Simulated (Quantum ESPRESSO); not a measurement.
Runs of Quantum ESPRESSO 7.5 on ZnAu. The structure is cubic, space group Pm-3m (No. 221). The conventional cell has a = 3.147 Å, b = 3.147 Å, c = 3.147 Å, α = 90.00°, β = 90.00°, γ = 90.00°. Au (site symmetry m-3m) is surrounded by 8 Zn at 2.73 Å. Zn (site symmetry m-3m) is surrounded by 8 Au at 2.73 Å. 

```tsv
task	level	potentials or basis	cell	k mesh	cutoff (eV)	SCF threshold	form of the LDA correlation	symmetry	gap on the mesh (eV)	pressure (GPa)	V0 of scaled cells (Å³/atom)	B0 (GPa)
band structure	PBEsol	GBRV 1.5 PBEsol	as given	8 × 8 × 8	762	4e-10 Ry	-	-	none	-2.4	-	-
single point	PBEsol	GBRV 1.5 PBEsol	as given	8 × 8 × 8	762	4e-10 Ry	-	-	none	-2.4	-	-
equation of state	LDA	GBRV 1.5 LDA	as given	8 × 8 × 8	762	4e-10 Ry	PZ81	-	-	-	14.85	(b)
equation of state	PBEsol	GBRV 1.5 PBEsol	as given	8 × 8 × 8	762	4e-10 Ry	-	-	-	-	(a)	143
equation of state	r2SCAN	SG15 PBE 1.2	as given	6 × 6 × 6	952	1e-08 Ry	-	off	-	-	15.69	128
single point	PBEsol	GBRV 1.5 PBEsol	atoms moved at random, drawn with an rms of 0.05 Å	8 × 8 × 8	762	4e-10 Ry	-	-	none	-2.0	-	-
```

Alike in all rows: no spin polarisation; smearing fermi-dirac 0.05 eV.

Estimate the missing entries.

(a) 15.32; (b) 159.

Caveats: spin-orbit coupling is left out, which moves the levels of the heavy elements (some runs); the potentials were made for another functional, which shifts forces and pressure (some runs).

A k mesh can miss the band edges, and the runs leave out spin-orbit coupling on Au.

A gap of «none» marks a metal or a gap under the smearing width.
